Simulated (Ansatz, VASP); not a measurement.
# Cr: VASP beside Ansatz

The input INCAR:

```
SYSTEM = Cr
PREC = Accurate
ENCUT = 520
EDIFF = 1E-6
ISMEAR = -1
SIGMA = 0.1
LREAL = .FALSE.
LASPH = .TRUE.
NELM = 60
ALGO = Normal
ISIF = 2
LWAVE = .FALSE.
LCHARG = .FALSE.
GGA = RP
NBANDS = 19
```

The input KPOINTS:

```
regular mesh
0
G
  16 16 8
  0 0 0
```

POSCAR

```
Cr
1.0
    2.4381863265      0.0000000000      0.0000000000
   -1.2190931632      2.1115312979      0.0000000000
    0.0000000000      0.0000000000      4.3554686103
Cr
2
Direct
    0.3333333333      0.6666666667      0.2500000000
    0.6666666667      0.3333333333      0.7500000000
```

Input for Ansatz:

```yaml
crystal:
  lattice:
    - [2.4381863265, 0.0, 0.0]
    - [-1.2190931632, 2.1115312979, 0.0]
    - [0.0, 0.0, 4.3554686103]
  atoms:
    - { symbol: Cr, position: [0.3333333333, 0.6666666667, 0.25] }
    - { symbol: Cr, position: [0.6666666667, 0.3333333333, 0.75] }
hamiltonian:
  xc: rpbe
  pseudopotentials:
    kind: paw
    azcp:
      Cr: "pseudopotentials/Cr.paw.azcp"
basis:
  ecutwfc: 420
  fft_grid_basis: typed
kpoints:
  mp_grid: { grid: [16, 16, 8], shift: [0, 0, 0] }
magnetization:
  spin_polarized: false
scf:
  occupations: { method: fermi_dirac, width: 0.1 }
  lower_state_search: "off"
output:
  stress: true
  write_density: true
  write_potential: true
  elf: true
  volumetric_format: npy
```

Alike in both runs: task single point; functional RPBE; k mesh 16 × 16 × 8; occupations fermi-dirac, width 0.1 eV; no spin polarisation.

```csv
,VASP,Ansatz
version,VASP 6.6.1,Ansatz 0.2.0
potentials or method,"VASP PAW PBE potentials, release 64 (Cr_pv)","plane waves (420 eV) with PAW, scalar-relativistic"
plane-wave cutoff (eV),520,420
valence electrons in the cell,24,28
```

```tsv
	VASP	Ansatz	Ansatz less VASP
pressure (GPa)	21.6	22.0	+0.44
largest component of the traceless stress (GPa)	1.43	1.52	+0.095
```

With one functional, cell and mesh, what is left measures potentials, basis and numerics. The two sets of potentials don't hold the same shells in valence.

Caveats: so large a pressure means that the cell lies far from this level's equilibrium, or that cutoff or potentials fall short (VASP); the potentials were made for another functional, which shifts forces and pressure (VASP); the run has no spin polarisation, though such a crystal can be magnetic. Spin polarisation is off, so any magnetic state and its effect on volume and gap are missing.
